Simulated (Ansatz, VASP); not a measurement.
**Two plane-wave programs on P**

File INCAR:

```
SYSTEM = P
ALGO = Normal
EDIFF = 1E-7
ENCUT = 520
GGA = PS
ISIF = 2
ISMEAR = -1
LASPH = .TRUE.
LCHARG = .FALSE.
LREAL = .FALSE.
LWAVE = .FALSE.
NBANDS = 12
NELM = 100
PREC = Accurate
SIGMA = 0.1
```

KPOINTS

```
k-points
0
G
  13 13 11
  0 0 0
```

Contents of POSCAR:

```
P
1.0
    3.3586976497      0.0000000000      0.0000000000
   -1.6793488249      2.9087174883      0.0000000000
    0.0000000000      0.0000000000      3.3211582178
P
2
Direct
    0.3333333333      0.6666666667      0.2500000000
    0.6666666667      0.3333333333      0.7500000000
```

Input for Ansatz:

```yaml
crystal:
  lattice:
    - [3.3586976497, 0.0, 0.0]
    - [-1.6793488249, 2.9087174883, 0.0]
    - [0.0, 0.0, 3.3211582178]
  atoms:
    - { symbol: P, position: [0.3333333333, 0.6666666667, 0.25] }
    - { symbol: P, position: [0.6666666667, 0.3333333333, 0.75] }
hamiltonian:
  xc: pbesol
  pseudopotentials:
    kind: paw
    azcp:
      P: "pseudopotentials/P.paw.azcp"
basis:
  ecutwfc: 420
  fft_grid_basis: typed
kpoints:
  mp_grid: { grid: [13, 13, 11], shift: [0, 0, 0] }
magnetization:
  spin_polarized: false
scf:
  occupations: { method: fermi_dirac, width: 0.1 }
  lower_state_search: "off"
output:
  stress: true
  write_density: true
  write_potential: true
  elf: true
  volumetric_format: npy
```

Alike in both runs: task single point; functional PBEsol; k mesh 13 × 13 × 11; occupations fermi-dirac, width 0.1 eV; no spin polarisation.

```csv
,VASP,Ansatz
version,VASP 6.6.1,Ansatz 0.2.0
potentials or method,"VASP PAW PBE potentials, release 64 (P)","plane waves (420 eV) with PAW, scalar-relativistic"
plane-wave cutoff (eV),520,420
valence electrons in the cell,10,10
```

Ansatz gave:

| Property | Result |
| --- | --- |
| pressure (GPa) | -9.0 |
| largest component of the traceless stress (GPa) | 2.34 |

What did VASP give for the same quantities?

Pressure (GPa): -8.9; largest component of the traceless stress (GPa): 2.30.

Ansatz warned: «pseudo_functional_mismatch».

Caveats: the PAW data sets were made with another functional, which shifts forces and pressure a little (VASP).
